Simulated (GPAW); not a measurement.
# Ti (P6_3/mmc) in GPAW: a series of runs, part 2 of 2

GPAW 26.7.0. Earlier steps stand in the parts before.

**4. Equation of state, LDA**

File run.py:

```python
from ase.eos import EquationOfState
from ase.io import Trajectory
from ase.spacegroup import crystal
from ase.units import GPa
from gpaw import GPAW, PW, setup_paths

setup_paths.insert(0, '.')

# Ti 2c
atoms = crystal(['Ti'],
                basis=[[0.6666666667, 0.3333333333, 0.75]],
                spacegroup=194, setting=1,  # P6_3/mmc
                cellpar=[2.95, 2.95, 4.68, 90.0, 90.0, 120.0],
                primitive_cell=True)

traj = Trajectory('eos.traj', 'w')
volumes, energies = [], []
for x in [0.94, 0.96, 0.98, 1.0, 1.02, 1.04, 1.06]:
    a = atoms.copy()
    a.set_cell(atoms.cell * x**(1 / 3), scale_atoms=True)
    calc = GPAW(mode=PW(600),
                xc='LDA',
                kpts={'size': (7, 7, 4), 'gamma': True},
                occupations={'name': 'fermi-dirac', 'width': 0.05},
                nbands=24,
                convergence={'density': 1e-05, 'energy': 1e-05},
                maxiter=150,
                txt=f'eos-{x:.2f}.txt')
    a.calc = calc
    energies.append(a.get_potential_energy(force_consistent=True))
    volumes.append(a.get_volume())
    p = -a.get_stress()[:3].mean() / GPa
    calc.write(f'eos-{x:.2f}.gpw')
    traj.write(a)
    print(f'{x:.2f} {volumes[-1]:10.4f} A^3 {energies[-1]:14.6f} eV {p:9.3f} GPa', flush=True)

v0, e0, B = EquationOfState(volumes, energies, eos='birchmurnaghan').fit()
print(f'V0 = {v0:.4f} A^3, E0 = {e0:.6f} eV, B0 = {B / GPa:.2f} GPa')
```

Potentials or basis: PAW data sets generated in the run's folder for this functional, pw.

On the command line:

```bash
> gpaw-setup -f LDA Ti
> OMP_NUM_THREADS=1 python run.py
```

The program printed:

```text
__  _  _
 | _ |_)|_||  |
 |__||  | ||/\| - 26.7.0

Input parameters:
  mode=PW(ecut=600.0),
  convergence={'density': 1e-05, 'energy': 1e-05},
  kpts=MonkhorstPack(size=(7, 7, 4), gamma=True),
  maxiter=150,
  nbands=24,
  occupations=Occupations(name='fermi-dirac', width=0.05),
  xc=XC(name='LDA')

Diagonalizing LCAO Hamiltonian
Converting LCAO to pw mode

          Ti

        Ti

Atoms  # Å, Bohr magnetons
|   | symbol |         x |        y |        z |    initial magnetic moments |
|---|--------|-----------|----------|----------|-----------------------------|
| 0 |     Ti |  1.444890 | 0.834207 | 3.438347 | ( 0.0000,  0.0000,  0.0000) |
| 1 |     Ti | -0.000000 | 1.668415 | 1.146116 | ( 0.0000,  0.0000,  0.0000) |

Unit cell  # Å
| periodic |         x |        y |        z |  lengths |     angles |
[... 135 lines left out ...]
|iter:   4| |  -14.915419 | -3.30 | -1.99 |
|iter:   5| |  -14.917434 | -3.70 | -2.31 |
|iter:   6| |  -14.917488 | -5.44 | -3.32 |
|iter:   7| |  -14.917497c| -6.14 | -3.80 |
|iter:   8| |  -14.917498c| -6.91 | -4.16 |
|iter:   9| |  -14.917498c| -7.66c| -4.83 |
|iter:  10| |  -14.917498c| -8.32c| -5.47c|

Converged in 10 steps
Energy contributions relative to reference atoms: (reference = -46347.898106)

Energy contributions:
  Kinetic:          11.679837
  Coulomb:         -10.611931
  Zero:             -0.003700
  External:          0.000000
  Xc:              -15.971128
  Entropy:          -0.021151
  Spinorbit:         0.000000
  ----------------------------
  Free energy:     -14.928074
  Extrapolated:    -14.917498

dipole moment: (0.000000, 0.000000, 0.000000)  # |e|*Ang

Fermi level: 8.800
Eigenvalues  # (at kpt = [0.000, 0.000, 0.000])
| band index |      eig [eV] | occ [0-2] |
|------------|---------------|-----------|
|          0 |       -47.422 |     2.000 |
|        ... |               |           |
|          2 |       -24.400 |     2.000 |
|          3 |       -23.650 |     2.000 |
|          4 |       -23.650 |     2.000 |
|          5 |       -23.553 |     2.000 |
|          6 |       -23.531 |     2.000 |
|          7 |       -23.531 |     2.000 |
[... 8 lines left out ...]
|         16 |        10.424 |     0.000 |
|         17 |        10.424 |     0.000 |
|        ... |               |           |
|         23 |        26.561 |     0.000 |

No gap
No difference between direct/indirect transitions

Stress tensor  # eV/Ang^3
|         x |         y |        z |
|-----------|-----------|----------|
|  0.024726 | -0.000000 | 0.000000 |
| -0.000000 |  0.024726 | 0.000000 |
|  0.000000 |  0.000000 | 0.022165 |

# Writing to eos-0.94.gpw (mode='')
```

stdout:

```text
0.94    33.1549 A^3     -14.928074 eV    -3.825 GPa
0.96    33.8604 A^3     -14.910047 eV    -6.165 GPa
0.98    34.5658 A^3     -14.882028 eV    -8.287 GPa
1.00    35.2712 A^3     -14.845422 eV   -10.214 GPa
1.02    35.9766 A^3     -14.799961 eV   -11.953 GPa
1.04    36.6821 A^3     -14.747635 eV   -13.526 GPa
1.06    37.3875 A^3     -14.688542 eV   -14.946 GPa
<dir> UserWarning: The minimum volume of your fit is not in your volumes.  You may not have a minimum in your dataset!
  warnings.warn(
V0 = 32.3864 A^3, E0 = -14.935079 eV, B0 = 128.00 GPa
```

eos-1.00.txt:

```text
SCF iterations
|iter     | |      energy | eigst |  dens |
|---------|-|-------------|-------|-------|
|iter:   1| |  -15.295514 | -0.05 |       |
|iter:   2| |  -15.188904 | -2.43 | -1.24 |
|iter:   3| |  -14.831087 | -1.32 | -1.29 |
|iter:   4| |  -14.833432 | -3.27 | -1.98 |
|iter:   5| |  -14.835256 | -3.69 | -2.30 |
[... 34 lines left out ...]
|          7 |       -24.390 |     2.000 |
[... 8 lines left out ...]
|         16 |         9.630 |     0.000 |
|         17 |         9.630 |     0.000 |
|        ... |               |           |
|         23 |        25.436 |     0.000 |

No gap
No difference between direct/indirect transitions

Stress tensor  # eV/Ang^3
|         x |         y |         z |
|-----------|-----------|-----------|
|  0.064608 | -0.000000 |  0.000000 |
| -0.000000 |  0.064608 | -0.000000 |
|  0.000000 |  0.000000 |  0.062038 |

# Writing to eos-1.00.gpw (mode='')
```

Run time: 88 s. Hardware: 1 thread of AMD EPYC 7R43 (Zen 3), shared host; peak memory 0.24 GiB.

Results:

```
Equilibrium volume                        : 16.19 Å³/atom (rough: see the caveat)
Bulk modulus at fixed shape and positions : 128 GPa (rough)
```

Energy against volume, from the lowest point:
| volume (Å³/atom) | energy (meV/atom) |
| --- | --- |
| 16.577 | 0.00 |
| 16.930 | 9.01 |
| 17.283 | 23.02 |
| 17.636 | 41.33 |
| 17.988 | 64.06 |
| 18.341 | 90.22 |
| 18.694 | 119.77 |

Caveat: the minimum lies outside the volumes run; the cell was scaled at fixed shape and fractional positions, which overstates the stiffness of a crystal with free parameters, most of all of layers and chains.

**5. Band structure, C09-vdW**

File run.py:

```python
from ase import Atoms
from ase.dft.bandgap import bandgap
from ase.io import write
from gpaw import GPAW, PW

atoms = Atoms(['Ti', 'Ti'],
              cell=[[2.95, 0.0, 0.0],
                    [-1.475, 2.5547749412, 0.0],
                    [0.0, 0.0, 4.68]],
              scaled_positions=[[0.6666666667, 0.3333333333, 0.75],
                                [0.3333333333, 0.6666666667, 0.25]],
              pbc=True)

calc = GPAW(mode=PW(600),
            xc={'name': 'C09-vdW', 'backend': 'libvdwxc'},
            kpts={'size': (7, 7, 4), 'gamma': True},
            occupations={'name': 'fermi-dirac', 'width': 0.05},
            nbands=24,
            convergence={'density': 1e-05, 'energy': 1e-05},
            maxiter=150,
            txt='gpaw.txt')
atoms.calc = calc
energy = atoms.get_potential_energy()
forces = atoms.get_forces()
calc.write('gs.gpw')
write('result.traj', atoms)
print(f'Energy: {energy:.6f} eV')
print('Forces (eV/A):')
print(forces.round(4))
print('Fermi level:', round(calc.get_fermi_level(), 4), 'eV')
print(f'Gap: {bandgap(calc)[0]:.4f} eV, direct: {bandgap(calc, direct=True)[0]:.4f} eV')

path = atoms.cell.bandpath('GMKGALHA,LM,KH', npoints=100, eps=1e-4)
bs_calc = calc.fixed_density(kpts=path, symmetry='off', nbands=35,
                             convergence={'bands': 'CBM+6.0', 'eigenstates': 1e-6}, txt='bands.txt')
bs = bs_calc.band_structure()
bs.write('bs.json')
print(f'Gap on the path: {bandgap(bs_calc)[0]:.4f} eV')
```

Potentials or basis: GPAW PAW data sets (gpaw-data 1.2.1), pw.

On the command line:

```bash
> OMP_NUM_THREADS=1 python run.py
```

It took 39 s on 1 thread of AMD EPYC 7R43 (Zen 3), shared host; peak memory 0.28 GiB.

It converged, with:

```
Free energy             : 19.0416 eV
Band gap along the path : none (metal or under the smearing width)
```

Levels at the corners of the path, in eV from the Fermi level:
```tsv
point	band 10	band 11	band 12	band 13	band 14	band 15
Γ	-2.68	0.68	0.70	0.70	0.81	1.18
M	-2.17	-1.86	-0.67	0.43	0.56	1.09
K	-1.42	-1.42	-1.33	0.17	0.17	1.40
Γ	-2.68	0.68	0.70	0.70	0.81	1.18
A	-4.34	0.03	0.03	0.61	0.61	0.61
L	-2.54	-0.85	-0.85	1.25	1.25	1.64
H	-1.27	-1.10	-1.10	-0.28	-0.28	1.58
A	-4.34	0.03	0.03	0.61	0.61	0.61
L	-2.54	-0.85	-0.85	1.25	1.25	1.64
M	-2.17	-1.86	-0.67	0.43	0.56	1.09
K	-1.42	-1.42	-1.33	0.17	0.17	1.40
H	-1.27	-1.10	-1.10	-0.28	-0.28	1.58
```

Caveat: the PAW data sets were made with another functional, which shifts forces and pressure a little.
